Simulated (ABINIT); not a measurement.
Crystal: GaAs.

```
As Ga
1.0
     0.00000    2.82685    2.82685
     2.82685    0.00000    2.82685
     2.82685    2.82685    0.00000
As Ga
1 1
Cartesian
  4.2403 4.2403 4.2403
  0.0000 0.0000 0.0000
```

Base run:

| Item | Value |
| --- | --- |
| Program | ABINIT 10.8.3 (patched build) |
| Functional | RPBE |
| Potentials or basis | JTH PAW PBE v2.0 |
| Cutoff | 544 eV |
| k mesh | 8 × 8 × 8 |
| Occupations | fermi-dirac, width 0.05 eV |
| Spin | no spin polarisation |

Its results: band gap on the k mesh 0.63 eV, direct; pressure 5.3 GPa.

Q: After a change of settings the same cell gave: band gap on the k mesh 0.39 eV, direct; pressure 0.3 GPa. Which change was it?
A. functional from RPBE to r2SCAN
B. functional from RPBE to LDA
C. functional from RPBE to BLYP
D. functional from RPBE to WC

A: D.

WC binds more tightly than RPBE, so the same cell stands under less pressure.

Caveats: the PAW data sets were made with another functional, which shifts forces and pressure a little.

Runs at the PBE level aren't shown here.
